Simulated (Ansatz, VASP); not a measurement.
Given: the input of a run of Ansatz 0.2.0 on GaP. 

input.yaml

```yaml
crystal:
  lattice:
    - [0.0, 2.72525, 2.72525]
    - [2.72525, 0.0, 2.72525]
    - [2.72525, 2.72525, 0.0]
  atoms:
    - { symbol: Ga, position: [0.0, 0.0, 0.0] }
    - { symbol: P, position: [0.75, 0.75, 0.75] }
kpoints:
  mp_grid: { grid: [8, 8, 8] }
scf:
  occupations: { method: fermi_dirac, width: 0.05 }
hamiltonian:
  xc: revpbe
  pseudopotentials: { kind: all_electron, lapw: { basis_error: 0.001 } }
output:
  forces: true
  stress: true
relax:
  f_tol: 0.02
  max_steps: 60
  cell: {}
```

Potentials or basis: all-electron LAPW, scalar-relativistic.

Command:

```console
$ ansatz run input.yaml --threads 1 --pin off --max-ram 3072MiB --backend cpu --events-out ev --progress --plain --runs-dir out
```

Question: Set up the same calculation for VASP 6.6.1. Potentials or basis there: PBE PAW files Ga_d, P, 600 eV.

Answer: As run (cutoffs and basis follow the program's own potentials, and thresholds, step limits or extra output files can differ):

Contents of INCAR:

```
SYSTEM = GaP
PREC     = Accurate       ! precision mode
ENCUT    = 600            ! plane-wave cutoff, eV
EDIFF    = 1E-7           ! SCF threshold, eV
ISMEAR   = -1             ! smearing method
SIGMA    = 0.05           ! smearing width, eV
LREAL    = .FALSE.        ! projectors in reciprocal space
LASPH    = .TRUE.         ! aspherical terms in the spheres
NELM     = 80             ! most SCF steps
ALGO     = Normal         ! electronic algorithm
ISIF     = 3              ! what is computed and relaxed
LWAVE    = .FALSE.        ! write WAVECAR
LCHARG   = .FALSE.        ! write CHGCAR
GGA      = RE             ! functional
IBRION   = 2              ! ionic algorithm
NSW      = 40             ! ionic steps
EDIFFG   = -0.01          ! ionic threshold
```

Contents of KPOINTS:

```
regular mesh
0
G
  8 8 8
  0 0 0
```

The input POSCAR:

```
GaP
1.0
    0.0000000000      2.7252500000      2.7252500000
    2.7252500000      0.0000000000      2.7252500000
    2.7252500000      2.7252500000      0.0000000000
Ga P
1 1
Direct
    0.0000000000      0.0000000000      0.0000000000
    0.7500000000      0.7500000000      0.7500000000
```

Potentials or basis: VASP PAW PBE potentials, release 64 (Ga_d, P).

Launch:

```sh
$ cat potpaw_PBE.64/Ga_d/POTCAR potpaw_PBE.64/P/POTCAR > POTCAR
$ mpirun -np 1 vasp_std > vasp.out
```

Both were run:

|  | Ansatz | VASP |
| --- | --- | --- |
| Relaxed volume | 21.26 Å³/atom | 21.25 Å³/atom |
| Relaxed cell | a = 3.918 Å, b = 3.918 Å, c = 3.918 Å, α = 60.00°, β = 60.00°, γ = 60.00° | a = 3.917 Å, b = 3.917 Å, c = 3.917 Å, α = 60.00°, β = 60.00°, γ = 60.00° |
| Space group after relaxing | F-43m (No. 216) | F-43m (No. 216) |
| Pressure after relaxing | 0.0 GPa | 0.0 GPa |

VASP's potentials were made for PBE.

Where Ansatz's input types no cutoff or centring, it takes its own default and a Γ-centred mesh.

Pressure is positive in compression.
